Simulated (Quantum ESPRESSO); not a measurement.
# CuI (Marshite) (F-43m) in Quantum ESPRESSO: further runs, part 2 of 4

Quantum ESPRESSO 7.5. Earlier steps stand in the parts before.

## 3. Phonons, PBE

Contents of pw.in:

```
&CONTROL
  calculation = 'scf'
  prefix = 'pwscf'
  outdir = './tmp'
  pseudo_dir = './pseudo'
  tprnfor = .true.
  tstress = .true.
  disk_io = 'low'
/
&SYSTEM
  ibrav = 0
  A = 4.28718841
  nat = 2
  ntyp = 2
  ecutwfc = 56
  ecutrho = 448
  nbnd = 20
  occupations = 'smearing'
  smearing = 'fd'
  degauss = 0.00367493
/
&ELECTRONS
  conv_thr = 4d-10
  electron_maxstep = 120
  mixing_beta = 0.5
/
ATOMIC_SPECIES
I    126.9045 i_pbe_v1.uspp.F.UPF
Cu    63.5460 cu_pbe_v1.2.uspp.F.UPF
CELL_PARAMETERS alat
   0.0000000000    0.7071067819    0.7071067819
   0.7071067819    0.0000000000    0.7071067819
   0.7071067819    0.7071067819    0.0000000000
ATOMIC_POSITIONS alat
I      0.0000000000    0.0000000000    0.0000000000
Cu     1.0606601729    1.0606601729    1.0606601729
K_POINTS automatic
4 4 4 1 1 1
```

Contents of relax.in:

```
&CONTROL
  calculation = 'vc-relax'
  prefix = 'pwscf'
  outdir = './tmp'
  pseudo_dir = './pseudo'
  tprnfor = .true.
  tstress = .true.
  disk_io = 'low'
  nstep = 40
  forc_conv_thr = 0.0001
  etot_conv_thr = 1d-06
/
&SYSTEM
  ibrav = 0
  A = 4.28718841
  nat = 2
  ntyp = 2
  ecutwfc = 56
  ecutrho = 448
  nbnd = 20
  occupations = 'smearing'
  smearing = 'fd'
  degauss = 0.00367493
/
&ELECTRONS
  conv_thr = 4d-10
  electron_maxstep = 120
  mixing_beta = 0.5
/
&IONS
  ion_dynamics = 'bfgs'
/
&CELL
  cell_dynamics = 'bfgs'
  press = 0
  press_conv_thr = 0.2
/
ATOMIC_SPECIES
I    126.9045 i_pbe_v1.uspp.F.UPF
Cu    63.5460 cu_pbe_v1.2.uspp.F.UPF
CELL_PARAMETERS alat
   0.0000000000    0.7071067819    0.7071067819
   0.7071067819    0.0000000000    0.7071067819
   0.7071067819    0.7071067819    0.0000000000
ATOMIC_POSITIONS alat
I      0.0000000000    0.0000000000    0.0000000000
Cu     1.0606601729    1.0606601729    1.0606601729
K_POINTS automatic
4 4 4 1 1 1
```

Contents of gamma.in:

```
&CONTROL
  calculation = 'bands'
  prefix = 'pwscf'
  outdir = './tmp'
  pseudo_dir = './pseudo'
  disk_io = 'low'
  verbosity = 'high'
/
&SYSTEM
  ibrav = 0
  A = 4.29547148
  nat = 2
  ntyp = 2
  ecutwfc = 56
  ecutrho = 448
  nbnd = 20
  occupations = 'smearing'
  smearing = 'fd'
  degauss = 0.00367493
/
&ELECTRONS
  conv_thr = 1d-08
  electron_maxstep = 120
  mixing_beta = 0.5
  diago_full_acc = .true.
  startingwfc = 'random'
/
ATOMIC_SPECIES
I    126.9045 i_pbe_v1.uspp.F.UPF
Cu    63.5460 cu_pbe_v1.2.uspp.F.UPF
CELL_PARAMETERS alat
   0.0000000000    0.7071067808    0.7071067808
   0.7071067808    0.0000000000    0.7071067808
   0.7071067808    0.7071067808    0.0000000000
ATOMIC_POSITIONS alat
I      0.0000000000    0.0000000000    0.0000000000
Cu     1.0606601712    1.0606601712    1.0606601712
K_POINTS crystal
1
0.0 0.0 0.0 1
```

Contents of scf2.in:

```
&CONTROL
  calculation = 'scf'
  prefix = 'pwscf'
  outdir = './tmp'
  pseudo_dir = './pseudo'
  tprnfor = .true.
  tstress = .true.
  disk_io = 'low'
/
&SYSTEM
  ibrav = 0
  A = 4.29547148
  nat = 2
  ntyp = 2
  ecutwfc = 56
  ecutrho = 448
  nbnd = 20
  occupations = 'fixed'
/
&ELECTRONS
  conv_thr = 1d-13
  electron_maxstep = 120
  mixing_beta = 0.5
  startingpot = 'file'
/
ATOMIC_SPECIES
I    126.9045 i_pbe_v1.uspp.F.UPF
Cu    63.5460 cu_pbe_v1.2.uspp.F.UPF
CELL_PARAMETERS alat
   0.0000000000    0.7071067808    0.7071067808
   0.7071067808    0.0000000000    0.7071067808
   0.7071067808    0.7071067808    0.0000000000
ATOMIC_POSITIONS alat
I      0.0000000000    0.0000000000    0.0000000000
Cu     1.0606601712    1.0606601712    1.0606601712
K_POINTS automatic
4 4 4 1 1 1
```

Contents of ph.in:

```
phonons of CuI
&INPUTPH
  prefix = 'pwscf'
  outdir = './tmp'
  tr2_ph = 1d-18
  fildyn = 'dyn'
  niter_ph = 90
  alpha_mix(1) = 0.7
  epsil = True
/
0.0000000000 0.0000000000 0.0000000000
```

Contents of dynmat.in:

```
&INPUT
  fildyn = 'dyn'
  asr = 'crystal'
  lperm = .true.
  filout = 'dynmat.disp'
  fileig = 'dynmat.eig'
/
```

Contents of dynmat_lo.in:

```
&INPUT
  fildyn = 'dyn'
  asr = 'crystal'
  filout = 'dynmat_lo.disp'
  fileig = 'dynmat_lo.eig'
  q(1) = 0
  q(2) = 0
  q(3) = 1
/
```

Potentials or basis: GBRV 1.5 PBE.

Command:

```
> OMP_NUM_THREADS=1 mpirun -n 4 pw.x -nk 2 -in pw.in > pw.out
> OMP_NUM_THREADS=1 mpirun -n 4 pw.x -nk 2 -in relax.in > relax.out
> OMP_NUM_THREADS=1 mpirun -n 4 pw.x -in gamma.in > gamma.out
> OMP_NUM_THREADS=1 mpirun -n 4 pw.x -nk 2 -in scf2.in > scf2.out
> OMP_NUM_THREADS=1 mpirun -n 4 ph.x -nk 2 -in ph.in > ph.out
> OMP_NUM_THREADS=1 mpirun -n 1 dynmat.x -in dynmat.in > dynmat.out
> OMP_NUM_THREADS=1 mpirun -n 1 dynmat.x -in dynmat_lo.in > dynmat_lo.out
```

pw.out:

```text
This program is part of the open-source Quantum ESPRESSO suite
     for quantum simulation of materials; please cite
[... 6 lines left out ...]
     using ibrav=0 with symmetry is DISCOURAGED, use correct ibrav instead

     K-points division:     npool     =       2
     Subspace diagonalization in iterative solution of the eigenvalue problem:
     a serial algorithm will be used

     --------------------
     sticks:   dense  smooth     PW     G-vecs:    dense   smooth      PW
     Min        1014     513    150                30042    10665    1738
     Max        1015     514    151                30045    10666    1741
     Sum        2029    1027    301                60087    21331    3479

     Using Slab Decomposition

     bravais-lattice index     =            0
     lattice parameter (alat)  =       8.1016  a.u.
     unit-cell volume          =     376.0099 (a.u.)^3
     number of atoms/cell      =            2
     number of atomic types    =            2
     number of electrons       =        26.00
     number of Kohn-Sham states=           20
     kinetic-energy cutoff     =      56.0000  Ry
     charge density cutoff     =     448.0000  Ry
     scf convergence threshold =      4.0E-10
     mixing beta               =       0.5000
     number of iterations used =            8  plain     mixing
     Exchange-correlation= SLA  PW   PBE  PBE
                           (   1   4   3   4   0   0   0)

     celldm(1)=   8.101612  celldm(2)=   0.000000  celldm(3)=   0.000000
     celldm(4)=   0.000000  celldm(5)=   0.000000  celldm(6)=   0.000000

     crystal axes: (cart. coord. in units of alat)
               a(1) = (   0.000000   0.707107   0.707107 )
               a(2) = (   0.707107   0.000000   0.707107 )
               a(3) = (   0.707107   0.707107   0.000000 )

     reciprocal axes: (cart. coord. in units 2 pi/alat)
               b(1) = ( -0.707107  0.707107  0.707107 )
               b(2) = (  0.707107 -0.707107  0.707107 )
               b(3) = (  0.707107  0.707107 -0.707107 )

     PseudoPot. # 1 for I  read from file:
     i_pbe_v1.uspp.F.UPF
     Pseudo is Ultrasoft + core correction, Zval =  7.0
     Generated by new atomic code, or converted to UPF format
     Using radial grid of  893 points,  6 beta functions with:
                l(1) =   0
                l(2) =   0
                l(3) =   1
                l(4) =   1
                l(5) =   2
                l(6) =   2
     Q(r) pseudized with  8 coefficients,  rinner =    1.500   1.500   1.500
                                                       1.500   1.500

     PseudoPot. # 2 for Cu read from file:
     cu_pbe_v1.2.uspp.F.UPF
     Pseudo is Ultrasoft + core correction, Zval = 19.0
     Generated by new atomic code, or converted to UPF format
     Using radial grid of  867 points,  6 beta functions with:
                l(1) =   0
                l(2) =   0
                l(3) =   1
                l(4) =   1
                l(5) =   2
                l(6) =   2
     Q(r) pseudized with  8 coefficients,  rinner =    1.150   1.150   1.150
                                                       1.150   1.150

     atomic species   valence    mass     pseudopotential
     I                 7.00   126.90450     I ( 1.00)
     Cu               19.00    63.54600     Cu( 1.00)

     24 Sym. Ops. (no inversion) found

   Cartesian axes

     site n.     atom                  positions (alat units)
         1        I      tau(   1) = (   0.0000000   0.0000000   0.0000000  )
         2        Cu     tau(   2) = (   1.0606602   1.0606602   1.0606602  )

     number of k points=    10  Fermi-Dirac smearing, width (Ry)=  0.0037
                       cart. coord. in units 2pi/alat
        k(    1) = (   0.0883883   0.0883883   0.0883883), wk =   0.0625000
        k(    2) = (   0.2651650   0.2651650  -0.0883883), wk =   0.1875000
        k(    3) = (  -0.2651650  -0.2651650   0.4419417), wk =   0.1875000
        k(    4) = (  -0.0883883  -0.0883883   0.2651650), wk =   0.1875000
        k(    5) = (   0.4419417   0.0883883   0.0883883), wk =   0.1875000
        k(    6) = (  -0.0883883  -0.4419417   0.6187184), wk =   0.3750000
        k(    7) = (   0.0883883  -0.2651650   0.4419417), wk =   0.3750000
        k(    8) = (  -0.6187184   0.0883883   0.0883883), wk =   0.1875000
        k(    9) = (   0.2651650   0.2651650   0.2651650), wk =   0.0625000
        k(   10) = (  -0.2651650  -0.2651650   0.7954951), wk =   0.1875000

     Dense  grid:    60087 G-vectors     FFT dimensions: (  60,  60,  60)

     Smooth grid:    21331 G-vectors     FFT dimensions: (  40,  40,  40)

     Initial potential from superposition of free atoms

     starting charge      24.9999, renormalised to      26.0000
     Starting wfcs are   17 randomized atomic wfcs +    3 random wfcs

     Self-consistent Calculation

     iteration #  1     ecut=    56.00 Ry     beta= 0.50
     Davidson diagonalization with overlap
     ethr =  1.00E-02,  avg # of iterations =  7.7

     total energy              =    -468.72643587 Ry
     estimated scf accuracy    <       1.36659343 Ry

     iteration #  2     ecut=    56.00 Ry     beta= 0.50
     Davidson diagonalization with overlap
     ethr =  5.26E-03,  avg # of iterations =  3.1

     total energy              =    -469.22132188 Ry
     estimated scf accuracy    <       2.32199711 Ry

     iteration #  3     ecut=    56.00 Ry     beta= 0.50
     Davidson diagonalization with overlap
     ethr =  5.26E-03,  avg # of iterations =  2.0

     total energy              =    -469.41291506 Ry
     estimated scf accuracy    <       0.14640229 Ry

     iteration #  4     ecut=    56.00 Ry     beta= 0.50
     Davidson diagonalization with overlap
     ethr =  5.63E-04,  avg # of iterations =  3.4

     total energy              =    -469.44900005 Ry
     estimated scf accuracy    <       0.02420199 Ry

     iteration #  5     ecut=    56.00 Ry     beta= 0.50
     Davidson diagonalization with overlap
     ethr =  9.31E-05,  avg # of iterations =  3.4
[... 71 lines left out ...]
     total energy              =    -469.45677243 Ry
     estimated scf accuracy    <          3.0E-09 Ry

     iteration # 16     ecut=    56.00 Ry     beta= 0.50
     Davidson diagonalization with overlap
     ethr =  1.14E-11,  avg # of iterations =  1.0

     total energy              =    -469.45677243 Ry
     estimated scf accuracy    <          1.4E-09 Ry

     iteration # 17     ecut=    56.00 Ry     beta= 0.50
     Davidson diagonalization with overlap
     ethr =  5.37E-12,  avg # of iterations =  1.0

     total energy              =    -469.45677243 Ry
     estimated scf accuracy    <          7.5E-10 Ry

     iteration # 18     ecut=    56.00 Ry     beta= 0.50
     Davidson diagonalization with overlap
     ethr =  2.89E-12,  avg # of iterations =  2.0

     End of self-consistent calculation

          k = 0.0884 0.0884 0.0884 (  2698 PWs)   bands (ev):

  -104.9056 -62.3363 -62.3363 -62.3363  -7.4298   2.5827   2.8873   2.8873
     4.6854   4.6854   5.9183   6.4223   6.4223   8.3416  11.3084  11.6180
    11.6180  15.4821  15.5407  15.5407

          k = 0.2652 0.2652-0.0884 (  2662 PWs)   bands (ev):

  -104.9056 -62.3364 -62.3363 -62.3363  -7.1247   1.6294   2.7065   2.9245
     4.6534   4.7143   5.1095   5.6102   6.1214   9.3588  11.7432  12.1072
    12.2733  14.7492  16.1155  16.9815

          k =-0.2652-0.2652 0.4419 (  2658 PWs)   bands (ev):

  -104.9056 -62.3364 -62.3363 -62.3363  -6.9240   1.0457   2.6964   2.8841
     4.6759   4.7234   4.7886   5.5770   5.6909   9.2642  11.4980  12.3959
    13.7477  15.7512  17.0364  17.5741

          k =-0.0884-0.0884 0.2652 (  2662 PWs)   bands (ev):

  -104.9056 -62.3363 -62.3363 -62.3363  -7.2570   2.0399   2.8462   2.8560
     4.6373   4.7141   5.4381   5.9569   6.0439   9.2888  10.7023  12.3209
    12.4693  14.2347  16.2468  16.6742

          k = 0.4419 0.0884 0.0884 (  2664 PWs)   bands (ev):

  -104.9056 -62.3364 -62.3363 -62.3363  -6.9938   1.4415   2.7031   2.8146
     4.5930   4.7487   5.0599   5.4415   5.4586   9.6972  10.2524  12.9028
    13.7798  15.1704  17.3967  18.4751

          k =-0.0884-0.4419 0.6187 (  2657 PWs)   bands (ev):

  -104.9056 -62.3364 -62.3363 -62.3363  -6.7883   1.2972   2.1372   2.7635
     4.5971   4.6949   4.8147   5.0150   5.3251  10.2068  11.1609  12.6767
    14.1877  15.5834  17.8241  18.6344

          k = 0.0884-0.2652 0.4419 (  2663 PWs)   bands (ev):

  -104.9056 -62.3364 -62.3363 -62.3363  -6.9306   1.3321   2.4350   2.8653
     4.6445   4.7070   4.8982   5.2562   5.6668  10.0238  11.2324  12.1135
    13.5610  15.3607  17.2357  18.0941

          k =-0.6187 0.0884 0.0884 (  2664 PWs)   bands (ev):

  -104.9056 -62.3364 -62.3363 -62.3363  -6.7916   1.0757   2.5675   2.7875
     4.6114   4.7597   4.7869   5.1056   5.1486   9.4360   9.9642  14.4267
    15.1922  16.2109  17.9719  18.9056

          k = 0.2652 0.2652 0.2652 (  2671 PWs)   bands (ev):

  -104.9056 -62.3364 -62.3363 -62.3363  -7.0401   1.2003   2.9024   2.9024
     4.7026   4.7026   4.8882   5.9278   5.9278   8.7241  11.9947  11.9947
    13.3938  15.2006  16.2644  16.2644

          k =-0.2652-0.2652 0.7955 (  2661 PWs)   bands (ev):

  -104.9056 -62.3364 -62.3363 -62.3363  -6.8453   1.2890   2.1500   2.8804
     4.6055   4.6878   4.8747   5.1256   5.5683   9.8524  11.6081  13.2142
    13.4817  15.2130  15.9672  18.4136

     the Fermi energy is     7.3998 ev

!    total energy              =    -469.45677243 Ry
     estimated scf accuracy    <          4.3E-11 Ry
     smearing contrib. (-TS)   =      -0.00000000 Ry
     internal energy E=F+TS    =    -469.45677243 Ry

     The total energy is F=E-TS. E is the sum of the following terms:
     one-electron contribution =    -417.29664127 Ry
     hartree contribution      =     217.82889208 Ry
     xc contribution           =     -87.30301384 Ry
     ewald contribution        =    -182.68600940 Ry

     convergence has been achieved in  18 iterations

     Forces acting on atoms (cartesian axes, Ry/au):

     atom    1 type  1   force =     0.00000000   -0.00000000   -0.00000000
     atom    2 type  2   force =     0.00000000    0.00000000    0.00000000

     Total force =     0.000000     Total SCF correction =     0.000000

     Computing stress (Cartesian axis) and pressure

          total   stress  (Ry/bohr**3)                   (kbar)     P=        2.26
   0.00001536   0.00000000   0.00000000            2.26        0.00        0.00
   0.00000000   0.00001536   0.00000000            0.00        2.26        0.00
   0.00000000   0.00000000   0.00001536            0.00        0.00        2.26

=------------------------------------------------------------------------------=
   JOB DONE.
=------------------------------------------------------------------------------=
```

It took 7.3 min on 4 MPI ranks of Intel Xeon at 2.50GHz (Skylake/Cascade Lake), shared host; peak memory 0.52 GiB.

Results:

* Free energy: -6387.2853 eV
* Relaxed volume: 28.02 Å³/atom
* Relaxed cell: a = 4.295 Å, b = 4.295 Å, c = 4.295 Å, α = 60.00°, β = 60.00°, γ = 60.00°
* Space group after relaxing (to 0.05 Å): F-43m (No. 216)
* Pressure after relaxing: 0.0 GPa
* Electronic dielectric tensor (diagonal): 6.43
* Born charges (mean of the diagonal): I -1.12; Cu +1.09 e
* Highest phonon frequency at Γ, LO-TO splitting left out: 124 cm⁻¹
* Static dielectric tensor (diagonal): 8.08

The path:
```tsv
step	energy change (eV)	largest force (eV/Å)	pressure (GPa)	volume (Å³)
1	0.0000	0.0000	0.23	55.72
2	-0.0001	0.0000	0.18	55.78
3	-0.0002	0.0000	0.14	55.85
4	-0.0002	0.0000	0.06	55.96
5	-0.0002	0.0000	0.01	56.03
6	-0.0002	0.0000	0.00	56.04
```

Final structure:
```yaml
crystal:
  lattice:
    - [0.00000, 3.03736, 3.03736]
    - [3.03736, 0.00000, 3.03736]
    - [3.03736, 3.03736, 0.00000]
  atoms:
    - { symbol: I, position: [0.00000, 0.00000, 0.00000] }
    - { symbol: Cu, position: [0.75000, 0.75000, 0.75000] }
```

Levels at points of the mesh, in eV from the valence-band top:
```tsv
k point	band 9	band 10	band 11	band 12	band 13	band 14	band 15	band 16	band 17	band 18
(0.12, 0.12, 0.12)	-1.71	-1.71	-0.50	0.00	0.00	1.90	4.89	5.20	5.20	9.05
```

Phonon frequencies in cm⁻¹ (negative: imaginary):
```csv
q point,frequencies
"(0.000, 0.000, 0.000)",-2 -2 -2 124 124 124
```

Electronic dielectric tensor:
```
6.43 0.00 0.00
0.00 6.43 0.00
0.00 0.00 6.43
```

Born effective charge tensors (e):
atom 1, I
```
-1.12  0.00  0.00
 0.00 -1.12  0.00
 0.00  0.00 -1.12
```
atom 2, Cu
```
1.09 0.00 0.00
0.00 1.09 0.00
0.00 0.00 1.09
```

Optical modes at Γ, degenerate ones joined, polar ones without the macroscopic field:
```csv
cm⁻¹,components,symmetry,active in,"IR intensity, summed ((D/Å)²/amu)"
124,3,T2,IR and Raman,1.99
```

Zone-centre frequencies without and with the macroscopic field along z (cm⁻¹):
```
                optical modes in rising order
       without                    124 124 124
with the field                    124 124 139
```

Static dielectric tensor, electrons and zone-centre modes:
```
8.08 0.00 0.00
0.00 8.08 0.00
0.00 0.00 8.08
```

Caveat: the mesh is thin for the dielectric tensor, Born charges and intensities, which usually come out too large. Spin-orbit coupling is left out, which matters for the levels of I.

(Part 2 of 4 ends here.)
